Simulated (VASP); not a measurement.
Crystal: Mg.

```
Mg
1.0
     3.20930    0.00000    0.00000
    -1.60465    2.77934    0.00000
     0.00000    0.00000    5.21030
Mg
2
Direct
  0.66667 0.33333 0.75000
  0.33333 0.66667 0.25000
```

| Property | Result |
| --- | --- |
| Program | VASP 6.6.1 |
| Task | relaxation of cell and atoms |
| Functional | vdW-DF-cx |
| Potentials or basis | VASP PAW PBE potentials, release 64 (Mg) |
| Cutoff | 600 eV |
| k mesh | 10 × 10 × 5 |
| Occupations | fermi-dirac, width 0.05 eV |
| Spin | no spin polarisation |

At the start: pressure -0.6 GPa; volume 23.24 Å³/atom.

**Question.** Where does the relaxation end?

**Answer.** Over 6 steps the energy falls by 3.0 meV/atom and the volume is 22.87 Å³/atom (-1.6 %); space group P6_3/mmc (No. 194, to 0.05 Å).

The path:
```
step  energy change (eV)  largest force (eV/Å)  pressure (GPa)  volume (Å³)
   1              0.0000                0.0000           -0.58        46.47
   2             -0.0029                0.0000           -0.14        45.91
   3             -0.0043                0.0000            0.41        45.24
   4             -0.0056                0.0000            0.38        45.31
   5             -0.0056                0.0000            0.38        45.31
   6             -0.0061                0.0000            0.02        45.74
```

Final structure:
```yaml
crystal:
  lattice:
    - [3.16127, 0.00000, 0.00000]
    - [-1.58063, 2.73774, 0.00000]
    - [0.00000, 0.00000, 5.28537]
  atoms:
    - { symbol: Mg, position: [0.66667, 0.33333, 0.75000] }
    - { symbol: Mg, position: [0.33333, 0.66667, 0.25000] }
```

Caveat: the PAW data sets were made with another functional, which shifts forces and pressure a little.
